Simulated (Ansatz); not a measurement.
Relaxed GeO2 (rutile):

```yaml
crystal:
  lattice:
    - [4.48750, 0.00000, 0.00000]
    - [0.00000, 4.48750, 0.00000]
    - [0.00000, 0.00000, 2.90497]
  atoms:
    - { symbol: Ge, position: [0.00000, 0.00000, 0.00000] }
    - { symbol: Ge, position: [0.50000, 0.50000, 0.50000] }
    - { symbol: O, position: [0.30714, 0.30714, 0.00000] }
    - { symbol: O, position: [0.80714, 0.19286, 0.50000] }
    - { symbol: O, position: [0.19286, 0.80714, 0.50000] }
    - { symbol: O, position: [0.69286, 0.69286, 0.00000] }
```

Calculation: PBE (plane waves to 420 eV, PAW, scalar-relativistic; Ansatz, a program for electronic structure). k mesh 6×6×9 (Γ-centred), Fermi-Dirac smearing 0.05 eV. GeO2 was relaxed with its symmetry unable to fall.

One atom of the cell was then moved (with its periodic images), all else fixed, and the forces (eV/Å) came out as:

| atom | Fx | Fy | Fz |
|---|---|---|---|
| Ge1 | -6.018 | -0.101 | 0.000 |
| Ge2 | 10.417 | -1.061 | 0.000 |
| O3 | -1.905 | -3.374 | 0.000 |
| O4 | 1.555 | -0.098 | 0.000 |
| O5 | -2.821 | 5.215 | 0.000 |
| O6 | -1.228 | -0.581 | 0.000 |

### Question
Which atom was moved, and by which vector (Å)?

### Answer
Ge2, by (-0.57, 0.00, 0.00), 0.57 Å in all.

(For displaced atoms, the force is minus the slope of the energy, and its curvature is a force constant, which sets phonon frequencies.)
